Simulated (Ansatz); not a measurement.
LiNbO3: pressure against volume

LiNbO3, R-3c, a = 5.222 Å, c = 13.793 Å. This isn't the usual stable structure of the compound. Ansatz: PBE, PAW, 420 eV, Γ-centred 6×6×6 mesh on 10 atoms, Gaussian smearing 0.02 eV; no spin polarisation. Shape and atoms are relaxed at each volume; pressure is positive in compression.

```tsv
V (Å³/atom)	P (GPa)
9.556	25.14
9.882	17.25
10.208	10.52
10.534	4.84
10.859	0.05
11.185	?
11.511	-7.31
11.945	-10.74
```

Take V0 = 10.859 Å³/atom, count pressures from its P0 = 0.05 GPa, fit the third-order Birch–Murnaghan form to the other rows, and predict the missing pressure.

With the Eulerian strain f = ½[(V0/V)^(2/3) − 1] and y = (P − P0)/[3f(1 + 2f)^(5/2)], the form is the line y = B0 + 1.5 B0 (B0′ − 4) f. Rows (f, y): 0.04448, 151.9; 0.03244, 151.0; 0.02104, 149.6; 0.01023, 148.4; -0.01906, 141.9; -0.03078, 137.0. Means f = 0.009725, y = 146.63; Σ(Δf)² = 0.004321, ΣΔfΔy = 0.8431; the slope is their ratio. y = 144.7 + 195.1 f GPa, so B0 = 144.7 GPa and B0′ = 4 + 2 × (195.1)/(3 × 144.7) = 4.90. At V = 11.185, f = -0.00976, y = 142.80 and P = -3.93 GPa. The run gave -3.98 GPa, so the fit is 0.05 GPa too high, within the rms miss on the fitted rows (0.12 GPa).

Cost: 8 runs of about 9.2 core-minutes in all, on Arm Neoverse N1 (shared hosts).